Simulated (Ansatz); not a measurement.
The cell is the one relaxed in the Materials Project (mp-23303), not relaxed further here; entries there can be hypothetical.

RbBr: DFT, r2SCAN, all-electron PAW with datasets made for the crystal, scalar-relativistic (Ansatz 0.2.0).

```yaml
crystal:
  lattice:
    - [4.1260773, 0.0, 0.0]
    - [0.0, 4.1260773, 0.0]
    - [0.0, 0.0, 4.1260773]
  atoms:
    - { symbol: Rb, position: [0.0, 0.0, 0.0] }
    - { symbol: Br, position: [0.5, 0.5, 0.5] }
kpoints:
  mp_grid: { grid: [7, 7, 7] }
  band_path:
    path:
      - [0.0, 0.0, 0.0]
      - [0.0, 0.5, 0.0]
      - [0.5, 0.5, 0.0]
      - [0.0, 0.0, 0.0]
      - [0.5, 0.5, 0.5]
      - [0.0, 0.5, 0.0]
      - [0.5, 0.5, 0.5]
      - [0.5, 0.5, 0.0]
    npoints: 8
scf:
  occupations: { method: fermi_dirac, width: 0.03 }
hamiltonian:
  xc: r2scan
  pseudopotentials: { kind: all_electron, datasets: crystal }
output:
  forces: true
  stress: true
  eigenvalues: true
  efg: { contact_densities: true }
```

Output:

```
hamiltonian.pseudopotentials.datasets: crystal makes datasets for this crystal and solves the spheres of its atoms anew in each pass: cutoff 220.0 eV, the density's 1540.0 eV; for an error of 0.50 meV an atom under PBE, 1.0 meV for the cell; an energy difference from a run of another recipe may be off by several times the error for the cell, under r2SCAN by more, where some 0.1 meV an atom stays at smaller errors; Br in spheres of 1.376 Å, 7 of its electrons in bands; Rb in spheres of 1.376 Å, 9 of its electrons in bands
Rb: output.efg is read without spin–orbit coupling, which moves field gradients at and beside such atoms by some per cent and up to a factor of two; PAW files take it under magnetization.noncollinear and magnetization.spin_orbit
Engine: ansatz 0.2.0
Pseudopotentials: kind: all_electron
Pseudopotential: Rb, paw, valence charge 9, recommended cutoff 220 eV (normal), Koelling and Harmon's equation, gaussian nucleus
Pseudopotential: Br, paw, valence charge 7, recommended cutoff 220 eV (normal), Koelling and Harmon's equation, gaussian nucleus
Functional definition: r2SCAN
  parameter k0 = 0.174
  parameter k1 = 0.065
  parameter a1 = 4.9479
  exchange = r2scan_x(k0 = k0, k1 = k1, a1 = a1)
  correlation = r2scan_c
Crystal: 2 atoms, lattice volume = 70.244 Å³
Basis set: ecut = 220 eV, 485 PW (Γ), exchange–correlation on 81×81×81 points (27 copies of the dense FFT grid, shifted against one another)
Bands: 12, of which v1, the nominal top of the filled ones, is band 8 counted from 1 (7 counted from 0)
Symmetry: 48 space group operations
Space group: Pm-3m (ITA 221), of the structure as read, at distance tolerance 4.1e-5 Å
k-points: 20 of 343
Non-local potential: Rb, projectors of the file, l = 0: 2, l = 1: 2, l = 2: 2
Non-local potential: Br, projectors of the file, l = 0: 2, l = 1: 1
PAW form: soft (Blöchl's): semilocal exchange-correlation on the pseudo side does not see the compensation charge
PAW one-centre angular grid: Rb, 302 points (default); XC on its mesh's 1897 points in the sphere
PAW one-centre angular grid: Br, 302 points (default); XC on its mesh's 1905 points in the sphere
Initial density: superposition of atomic densities (neutral atoms: chi_scale 0, normalization atom)
Initial wavefunctions: pseudopotential atomic-orbital guess
Functional: x = r2scan, c = r2scan; τ floored in thin density (d = 2e-4 eV/Å³)
iter 1 solved again at ethr=5.32e-3 eV; its pass at ethr=1.00e-1 eV (dr2=8.51e-1 eV) is discarded
SCF iter   1: F=—  HF=-152078.146904 eV  |F-HF|=—  |Δ(HF+E_count)|=         —  Δρ=2.04e-2  dr2=8.38e-1  dr2_τ=1.18e-2  ethr=5.32e-3  ⟨swp⟩=3.5  Hψ=1368  notcnv=0
preconditioner: auto → none  [insulator: Δε(μ)=5.690 eV  Ē_g=14.446 eV  σ=0.030 eV  W_gap=1.00  n_scr=6 (ndim 8)  ℏωp=16.6 eV  f_vac=0.000  D(μ)=0.00/eV (n_scr^D=0)  ε∞_Penn≈2.3]
iter 2 solved again at ethr=2.89e-4 eV; its pass at ethr=5.24e-3 eV (dr2=4.62e-2 eV) is discarded
SCF iter   2: F=—  HF=-152077.833174 eV  |F-HF|=—  |Δ(HF+E_count)|=   3.14e-1  Δρ=8.04e-3  dr2=4.62e-2  dr2_τ=6.42e-3  ethr=2.89e-4  ⟨swp⟩=2.9  Hψ=1225  notcnv=0  defer=6
SCF iter   3: F=—  HF=-152077.845063 eV  |F-HF|=—  |Δ(HF+E_count)|=   1.19e-2  Δρ=3.71e-3  dr2=9.08e-3  dr2_τ=1.28e-5  ethr=2.89e-4  ⟨swp⟩=3.3  Hψ=557  notcnv=0  defer=3
SCF iter   4: F=—  HF=-152077.849439 eV  |F-HF|=—  |Δ(HF+E_count)|=   4.38e-3  Δρ=3.96e-4  dr2=1.17e-4  dr2_τ=5.93e-6  ethr=5.68e-5  ⟨swp⟩=3.2  Hψ=521  notcnv=0  defer=6
SCF iter   5: F=—  HF=-152077.852419 eV  |F-HF|=—  |Δ(HF+E_count)|=   2.98e-3  Δρ=4.76e-4  dr2=8.12e-5  dr2_τ=2.51e-5  ethr=7.32e-7  ⟨swp⟩=3.0  Hψ=548  notcnv=0  defer=3
SCF iter   6: F=—  HF=-152077.852407 eV  |F-HF|=—  |Δ(HF+E_count)|=   1.16e-5  Δρ=9.21e-5  dr2=1.10e-6  dr2_τ=2.06e-7  ethr=5.07e-7  ⟨swp⟩=3.1  Hψ=499  notcnv=0  defer=3
SCF iter   7: F=-152077.852410 eV  HF=-152077.852410 eV  |F-HF|=9.98e-9  |Δ(HF+E_count)|=   2.93e-6  Δρ=4.05e-6  dr2=8.17e-9  dr2_τ=1.03e-8  ethr=6.91e-9  ⟨swp⟩=3.0  Hψ=530  notcnv=0  defer=1
SCF 1 converged in 7 iterations: F = -152077.852410 eV  dr2 = 8.17e-9
  Residual-converged pass: ⟨swp⟩=3.5  Hψ=512  notcnv=0  max |occ|·‖R‖ = 5.3e-6 eV (tolerance 5.3e-6 eV)  dr2=7.81e-9  dr2_τ=1.03e-8  dr2_onsite=3.16e-8  max |Δocc| = 0.0e0
  greatest PAW one-centre occupation: 0.969 electrons in one spin orbital (limit 2), on the Rb atom at site 0 (counted from 0), in its partial waves of l = 0
NSCF: frozen V_eff on 57 k-points
SCF converged after 7 iterations
Free energy (F): -152077.852410 eV
Harris-Foulkes:  -152077.852410 eV  (|F-HF|=9.98e-9)
Internal energy: -152077.852410 eV  (E = F + TS)
E sigma→0 (E₀):  -152077.852410 eV
Past the cutoff: the bands carry plane waves up to 2.50 times it, of which those up to 1.5 times it add -0.000858 eV an atom, each by itself; the spheres take 0.000213 eV an atom off the energy for waves past 2.50 times it
Past the cutoffs: a stress includes 0.0019 GPa for waves and charges beyond them, in addition to the slope of what the spheres take
In the spheres:  the bands' charges fall short by 2.5e-6 e at most (sound up to 1e-3)
Fermi energy:    6.474726 eV
--- Per-component energies (eV) ---
  The terms above E_closure are by the made datasets' own strengths, without shells solved beside the bands.
--- Forces (eV/Å), atoms counted from 1 ---
  atom   1  Rb    -0.00000000     0.00000000     0.00000000
  atom   2  Br     0.00000000     0.00000000     0.00000000
  max |Σ_I F_I| component: 1.08e-30 eV/Å
--- Stress (GPa, compression-positive) ---
        0.021986      -0.000000       0.000000
       -0.000000       0.021986       0.000000
        0.000000       0.000000       0.021986
  P = ⅓ Tr σ = 0.0220 GPa (0.220 kbar)
--- PAW observables at the nuclei: V_zz in 10²¹ V/m², potentials from the cell's mean, atoms counted from 1 ---
  atom   1  Rb V_zz =    -0.000000   η = 0.0000   by run symmetry: forbidden
            electrostatic potential = -5304.566652 V   contact ρ = 361485.140809 e/Å³
  atom   2  Br V_zz =    -0.000000   η = 0.0000   by run symmetry: forbidden
            electrostatic potential = -4906.997103 V   contact ρ = 292859.401196 e/Å³
--- Band table (eV; the first three rows and the last of 20) ---
  k-point 0: bands = ["-21.8863", "-9.0183", "-5.3066", "-5.3066", "-5.3066", "3.8773", "3.8773", "3.8773", "8.8601", "10.1493"]
  k-point 1: bands = ["-21.8824", "-9.0164", "-5.3329", "-5.2978", "-5.2978", "3.5066", "3.8650", "3.8650", "9.3497", "10.3073"]
  k-point 2: bands = ["-21.8736", "-9.0133", "-5.3860", "-5.2778", "-5.2778", "2.8341", "3.8364", "3.8364", "10.4308", "10.7590"]
  k-point 19: bands = ["-21.8312", "-8.7251", "-5.5253", "-5.5194", "-5.5194", "2.7506", "2.7506", "2.8050", "12.3963", "12.7711"]
```
